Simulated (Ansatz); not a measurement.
# PbO2 (Fm-3m) in Ansatz: phonons with PBE

Aim: the phonons of PbO2 with PBE.

All numbers are computed with Ansatz 0.2.0; they aren't measurements. Logs are shortened: lines on timing, memory, paths and dates and some standing lists are left out, and cuts for length are marked.

**1. The structure**

It takes space group Fm-3m (No. 225, cubic). The conventional cell has a = 5.404 Å, b = 5.404 Å, c = 5.404 Å, α = 90.00°, β = 90.00°, γ = 90.00°. Pb (site symmetry m-3m) is surrounded by 8 O at 2.34 Å. O (site symmetry -43m) has 4 Pb at 2.34 Å as nearest neighbours.

The cell comes from a database or a generator and needn't be the stable form of this composition.

**2. Phonons, PBE**

Contents of input.yaml:

```yaml
crystal:
  lattice:
    - [0.0, 2.701992, 2.701992]
    - [2.701992, 0.0, 2.701992]
    - [2.701992, 2.701992, 0.0]
  atoms:
    - { symbol: Pb, position: [0.0, 0.0, 0.0] }
    - { symbol: O, position: [0.75, 0.75, 0.75] }
    - { symbol: O, position: [0.25, 0.25, 0.25] }
hamiltonian:
  xc: pbe
  pseudopotentials: { kind: paw }
kpoints:
  mp_grid: { grid: [8, 8, 8] }
scf:
  occupations: { method: fermi_dirac, width: 0.05 }
phonons:
  method: dfpt
```

Potentials or basis: Ansatz PAW.

On the command line:

```sh
$ ansatz run input.yaml --threads 2 --pin off --max-ram 5632MiB --backend cpu --events-out ev --progress --plain --runs-dir out
```

Output:

```text
Warning: RAYON_NUM_THREADS=2 ignored (pool sized by the plan → 2); use --threads N
zone centre: on kpoints.mp_grid the ground state, and the responses unless they are solved on pairs of k-points, stand on 59 of the mesh's 512 k-points, reduced under 8 symmetry operations, with k and −k counted as one. Each operation leaves every solved displacement unchanged or reverses it
Engine: ansatz 0.2.0, x86_64-unknown-linux-gnu
Pseudopotentials: kind: paw
Pseudopotential: Pb, paw, valence charge 14, recommended cutoff 420 eV (normal), Pb.paw.azcp
Pseudopotential: O, paw, valence charge 6, recommended cutoff 420 eV (normal), O.paw.azcp
Functional definition: PBE
  parameter kappa = 0.804
  parameter beta = 0.06672455060314922
  exchange = pbe_x(kappa = kappa, mu = beta*pi^2/3)
  correlation = pbe_c(beta = beta)
Crystal: 3 atoms, lattice volume = 39.453 Å³
Basis set: ecut = 420 eV, 749 PW (Γ), exchange–correlation on 54×54×54 points (8 copies of the dense FFT grid, shifted against one another)
Bands: 17, of which v1, the nominal top of the filled ones, is band 13 counted from 1 (12 counted from 0)
Symmetry: 48 space group operations
k-points: 59 of 512 (irreducible under 8 space group operations, time reversal used)
Non-local potential: Pb, projectors of the file, l = 0: 2, l = 1: 2, l = 2: 2, l = 3: 2
Non-local potential: O, projectors of the file, l = 0: 2, l = 1: 2, l = 2: 1
PAW form: soft (Blöchl's): semilocal exchange-correlation on the pseudo side does not see the compensation charge
PAW one-centre angular grid: Pb, 590 points (default); XC on 64 Gauss nodes
PAW one-centre angular grid: O, 110 points (default); XC on 64 Gauss nodes
Initial density: superposition of atomic densities (neutral atoms: chi_scale 0, normalization atom), corrected by the library's trained network
Initial wavefunctions: pseudopotential atomic-orbital guess
Functional: x = pbe(κ = 0.804, μ = 0.2195149727645171), c = pbe(β = 0.06672455060314922)
SCF iter   1: F=—  HF=-13038.401627 eV  |F-HF|=—  |Δ(HF+E_count)|=         —  Δρ=2.34e-3  dr2=2.02e-3  ethr=1.77e-3  ⟨swp⟩=6.1  Hψ=5394  notcnv=0
preconditioner: auto → Kerker (q_TF=auto, 2.545 Å⁻¹)  [metal: Δε(μ)=0.044 eV  Ē_g=16.681 eV  σ=0.050 eV  W_gap=0.21  n_scr=14 (ndim 8)  ℏωp=30.1 eV  f_vac=0.058  D(μ)=0.77/eV (n_scr^D=0)]
SCF iter   2: F=—  HF=-13038.399489 eV  |F-HF|=—  |Δ(HF+E_count)|=   2.14e-3  Δρ=1.35e-3  dr2=6.93e-4  ethr=7.75e-6  ⟨swp⟩=2.1  Hψ=2307  notcnv=0
SCF iter   3: F=—  HF=-13038.399569 eV  |F-HF|=—  |Δ(HF+E_count)|=   7.97e-5  Δρ=8.07e-4  dr2=1.80e-4  ethr=2.67e-6  ⟨swp⟩=2.0  Hψ=1702  notcnv=0
SCF iter   4: F=—  HF=-13038.399520 eV  |F-HF|=—  |Δ(HF+E_count)|=   4.89e-5  Δρ=2.24e-4  dr2=1.12e-5  ethr=6.91e-7  ⟨swp⟩=2.0  Hψ=1356  notcnv=0
SCF iter   5: F=—  HF=-13038.399520 eV  |F-HF|=—  |Δ(HF+E_count)|=   1.04e-7  Δρ=8.21e-5  dr2=3.17e-6  ethr=4.30e-8  ⟨swp⟩=2.7  Hψ=1577  notcnv=0
SCF iter   6: F=—  HF=-13038.399519 eV  |F-HF|=—  |Δ(HF+E_count)|=   1.70e-6  Δρ=1.68e-5  dr2=1.96e-7  ethr=1.22e-8  ⟨swp⟩=2.5  Hψ=1671  notcnv=0
SCF iter   7: F=—  HF=-13038.399519 eV  |F-HF|=—  |Δ(HF+E_count)|=   3.60e-7  Δρ=8.17e-6  dr2=3.24e-8  ethr=7.52e-10  ⟨swp⟩=2.7  Hψ=1735  notcnv=0
SCF iter   8: F=—  HF=-13038.399519 eV  |F-HF|=—  |Δ(HF+E_count)|=   4.08e-8  Δρ=1.99e-6  dr2=1.33e-9  ethr=1.25e-10  ⟨swp⟩=2.0  Hψ=1559  notcnv=0
SCF iter   9: F=—  HF=-13038.399519 eV  |F-HF|=—  |Δ(HF+E_count)|=   5.56e-9  Δρ=3.19e-7  dr2=2.74e-11  ethr=5.13e-12  ⟨swp⟩=2.2  Hψ=1750  notcnv=0
SCF iter  10: F=-13038.399519 eV  HF=-13038.399519 eV  |F-HF|=7.28e-12  |Δ(HF+E_count)|=  1.56e-10  Δρ=4.89e-8  dr2=4.77e-13  ethr=1.00e-12  ⟨swp⟩=7.4  Hψ=5566  notcnv=0
SCF 1 converged in 10 iterations: F = -13038.399519 eV  dr2 = 4.77e-13
DFPT response loops at Γ: preconditioner auto → Kerker (q_TF=auto, 2.545 Å⁻¹) (partly filled bands, converged f_vac=0.061); β = 1.00, the filter's whole step (`scf.mixing.beta` (0.50) is not read by the response loops under this deck's `scf.mixing.preconditioner`; to damp them name `kerker` or `kerker_dos`, under which they read `scf.mixing.beta`, and type it under 1.00, their step now; both keys bind the ground state too); Broyden in place of MSR1
SCF converged after 10 iterations
Free energy (F): -13038.399519 eV
Harris-Foulkes:  -13038.399519 eV  (|F-HF|=7.28e-12)
Internal energy: -13038.392712 eV  (E = F + TS)
E sigma→0 (E₀):  -13038.396115 eV
Entropy (-TS):   -0.006807 eV (-2.269 meV/atom)
Fermi energy:    9.617730 eV
--- Per-component energies (eV) ---
  E_band       = -5.537842
  E_kinetic    = 638.661700
  E_local      = -1506.809174  (includes V_loc(G=0)·N_el)
  E_nonlocal   = 451.335514
  E_hartree    = 574.502035
  E_xc         = -363.444695
  E_vxc        = -315.215244  (∫ρ·V_xc dr)
  E_paw        = -10732.038750  (= ΣΔE_a)
  E_vpaw       = -422.519557  (= ΣTr[D̂ρ^β])
  E_aug_tail   = 0.004844  (compensation charges beyond the density's cutoff)
  E_ewald      = -2100.604185
  E_smearing   = -0.006807  (= −TS)
  E_closure    = 0.000000  (closes the sum)
  Σ components = -13038.399519   (vs F -13038.399519, Δ=0.00e0)
--- Band table (eV; the first three rows and the last of 59) ---
  k-point 0: bands = ["-8.8658", "-6.0613", "-6.0387", "-6.0387", "-6.0387", "-5.8060", "-5.8060", "6.9233", "7.6697", "7.6697", "7.6697", "8.4326", "8.4326", "8.4326", "16.6424", "16.6424", "16.6424"]
  k-point 1: bands = ["-8.7423", "-6.7167", "-6.0205", "-6.0205", "-5.8070", "-5.8070", "-5.3685", "5.8179", "7.4130", "7.5392", "7.5392", "8.4077", "8.4077", "9.5928", "16.3478", "16.9600", "16.9600"]
  k-point 2: bands = ["-8.4492", "-7.1947", "-5.9861", "-5.9861", "-5.7990", "-5.7990", "-4.8588", "4.4010", "6.9722", "7.2501", "7.2501", "8.3364", "8.3364", "10.9621", "16.2310", "17.7766", "17.7766"]
  k-point 58: bands = ["-7.8454", "-7.8454", "-5.8789", "-5.7862", "-5.7861", "-4.8908", "-4.8908", "1.5998", "4.8795", "7.0739", "7.0739", "9.2445", "9.6429", "11.8822", "18.1554", "18.1554", "18.8483"]
--- Phonons (Γ-DFPT): 2 representative perturbations + reference, on 59 of 512 k-points (Σ response iterations 7) ---
  k mesh reduced under 8 symmetry operations, with k and −k counted as one. Each operation leaves every solved displacement unchanged or reverses it
  ASR residual: 6.048e-5 → 0.000e0 eV/Å²; symmetrization residual: 4.793e-6 eV/Å²
  ASR residual per site (eV/Å²): 6.05e-5 1.13e-5 1.13e-5
  Γ frequencies (cm⁻¹): 0.00 0.00 0.00 243.78 243.78 243.78 414.07 414.07 414.07
  non-analytic LO–TO correction: not included (Born effective charges unavailable; polar crystals: no LO–TO splitting at Γ)
```

It took 6.2 s on 2 threads of AMD EPYC 7R13 (Zen 3), shared host; peak memory 0.49 GiB.

Results:

- Free energy: -13038.3995 eV
- Band gap on the k mesh: none (metal or under the smearing width)
- Highest phonon frequency at Γ: 414 cm⁻¹

Levels at points of the mesh, in eV from the Fermi level:
```csv
k point,band 10,band 11,band 12,band 13,band 14,band 15,band 16,band 17
"(0.00, 0.00, 0.00)",-1.95,-1.95,-1.19,-1.19,-1.19,7.02,7.02,7.02
"(0.00, 0.00, -0.50)",-2.74,-2.74,-1.39,-1.39,2.59,7.16,9.53,9.53
"(0.00, -0.50, -0.50)",-4.44,-0.23,-0.13,-0.13,1.70,6.22,9.47,10.83
"(-0.50, 0.00, -0.50)",-4.44,-0.23,-0.13,-0.13,1.70,6.22,9.47,10.83
```

Phonon frequencies in cm⁻¹ (negative: imaginary):
```tsv
q point	frequencies
(0.000, 0.000, 0.000)	0 0 0 244 244 244 414 414 414
```
